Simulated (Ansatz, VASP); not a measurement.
PbSe (Clausthalite): VASP beside Ansatz

```
Pb Se
1.0
     0.00000    3.06065    3.06065
     3.06065    0.00000    3.06065
     3.06065    3.06065    0.00000
Pb Se
1 1
Cartesian
  0.0000 0.0000 0.0000
  3.0606 3.0606 3.0606
```

Alike in both runs: task single point; functional PBE; k mesh 8 × 8 × 8; occupations gaussian, width 0.025 eV; no spin polarisation.

```csv
,VASP,Ansatz
version,VASP 6.6.1,Ansatz 0.2.0
potentials or method,"VASP PAW PBE potentials, release 64 (Pb_d, Se)",Ansatz PAW
plane-wave cutoff (eV),520,420
valence electrons in the cell,20,30
```

|  | VASP | Ansatz | Ansatz less VASP |
| --- | --- | --- | --- |
| gap on the k mesh at the Fermi level (eV) | 0.29 | 0.29 | -0.005 |
| least direct gap on the mesh (eV) | 0.29 | 0.29 | -0.005 |
| pressure (GPa) | 2.4 | 2.4 | +0.01 |

The two sets of potentials don't hold the same shells in valence.

Caveats: spin-orbit coupling is left out, which as a rule narrows the gap of such compounds by several tenths of an eV. A k mesh can miss the band edges.
